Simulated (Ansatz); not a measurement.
# BAs: the cost of one run

Computed with Ansatz 0.2.0 (DFT PBEsol, scalar-relativistic, plane waves, PAW, unless a step's input says otherwise).

2 further runs of the same task are left out: 1 that didn't finish, 1 set aside as unsound or not needed.

## (1) The structure to begin with

The structure is cubic, space group F-43m (No. 216). Conventional cell: a = 4.768 Å, b = 4.768 Å, c = 4.768 Å, α = 90.00°, β = 90.00°, γ = 90.00°. Around B (site symmetry -43m) lie 4 As at 2.06 Å. As (site symmetry -43m) is surrounded by 4 B at 2.06 Å.

As a file:

```
B As
1.0
     0.00000    2.38394    2.38394
     2.38394    0.00000    2.38394
     2.38394    2.38394    0.00000
B As
1 1
Direct
  0.00000 0.00000 0.00000
  0.25000 0.25000 0.25000
```

This cell was relaxed beforehand with the same method: volume 13.55 Å³/atom, gap on the mesh 1.08 eV.

## (2) Next: the [110] wire, 14 host atoms a period

The wire is cut from the relaxed crystal, periodic along c with vacuum across. Atoms and period relax; energies count from the bulk, -2482.8837 eV an atom.

The cell holds 7 B, 7 As: a = 15.700 Å, b = 15.300 Å, c = 3.371 Å, α = 90.00°, β = 90.00°, γ = 90.00°.

## (3) The relaxation run

Pressure and volume refer to the whole cell with its vacuum; only the period along c may change.

Contents of input.yaml:

```yaml
crystal:
  lattice:
    - [15.7, 0.0, 0.0]
    - [0.0, 15.3, 0.0]
    - [0.0, 0.0, 3.3713973113]
  atoms:
    - { symbol: B, position: [0.5, 0.4610467663, 0.0], spin: 0.3 }
    - { symbol: As, position: [0.5, 0.5389532337, 0.5], spin: 0.3 }
    - { symbol: B, position: [0.3926306589, 0.616859701, 0.5], spin: 0.3 }
    - { symbol: B, position: [0.3926306589, 0.3052338316, 0.5], spin: 0.3 }
    - { symbol: As, position: [0.6073693411, 0.6947661684, 0.0], spin: 0.3 }
    - { symbol: As, position: [0.6073693411, 0.383140299, 0.0], spin: 0.3 }
    - { symbol: B, position: [0.6073693411, 0.616859701, 0.5], spin: 0.3 }
    - { symbol: B, position: [0.6073693411, 0.3052338316, 0.5], spin: 0.3 }
    - { symbol: As, position: [0.3926306589, 0.6947661684, 0.0], spin: 0.3 }
    - { symbol: As, position: [0.3926306589, 0.383140299, 0.0], spin: 0.3 }
    - { symbol: B, position: [0.2852613178, 0.4610467663, 0.0], spin: 0.3 }
    - { symbol: B, position: [0.7147386822, 0.4610467663, 0.0], spin: 0.3 }
    - { symbol: As, position: [0.2852613178, 0.5389532337, 0.5], spin: 0.3 }
    - { symbol: As, position: [0.7147386822, 0.5389532337, 0.5], spin: 0.3 }
basis:
  ecutwfc: 420
kpoints:
  mp_grid: { grid: [1, 1, 10] }
hamiltonian:
  xc: pbesol
scf:
  occupations: { method: gaussian, width: 0.05 }
  lower_state_search: "off"
output:
  forces: true
  stress: true
  eigenvalues: true
  populations: true
  write_density: true
  write_potential: true
  elf: true
  volumetric_format: npy
magnetization:
  spin_polarized: true
relax:
  adjacent_minimum: "off"
  f_tol: 0.02
  max_steps: 45
  cell: { fix: [a, b, alpha, beta, gamma], stress_tol: 0.03 }
```

The run is started by

```sh
$ ansatz run input.yaml --threads 4 --pin off --max-ram 11264MiB --backend cpu --events-out ev --progress --plain --runs-dir out
```

What time and memory should one allow on 4 threads of Arm Neoverse V2, shared host?

About 9.3 min, with a peak of 2 GiB.
